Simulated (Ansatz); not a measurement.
## CoO in Ansatz: the effect of functional

CoO:

```
CELL_PARAMETERS angstrom
-1.53758 1.53758 2.14858
1.53758 -1.53758 2.14858
1.53758 1.53758 -2.14858
ATOMIC_POSITIONS crystal
Co 0.00000 0.00000 0.00000
O 0.50000 0.50000 0.00000
```

The cell isn't the ideal one: volume scaled by 1.06.

Alike in all runs:

| Quantity | Value |
| --- | --- |
| Program | Ansatz 0.2.0 |
| Task | single point |
| Potentials or basis | Ansatz PAW |
| Cutoff | 420 eV (not typed: the program's choice for these potentials) |
| k mesh | 12 × 12 × 12 |
| Occupations | fermi-dirac, width 0.05 eV |
| Spin | collinear spin, ferromagnetic start |
| Starting moments | [2.0, 0.0] μB |

| functional | pressure (GPa) | moment (μB) |
| --- | --- | --- |
| LDA | -24.7 | 2.98 |
| PBE | ? | ? |
| PBEsol | -17.5 | 2.99 |

**Question.** What does the run with functional PBE give?

**Answer.** Pressure -9.1 GPa; moment 2.99 μB.

Caveats: a cell with one magnetic atom can't hold antiferromagnetic order, which such compounds often take; the PAW data sets come from PBE, with cores solved anew for the run's functional, which leaves a small shift of forces and pressure (some runs).
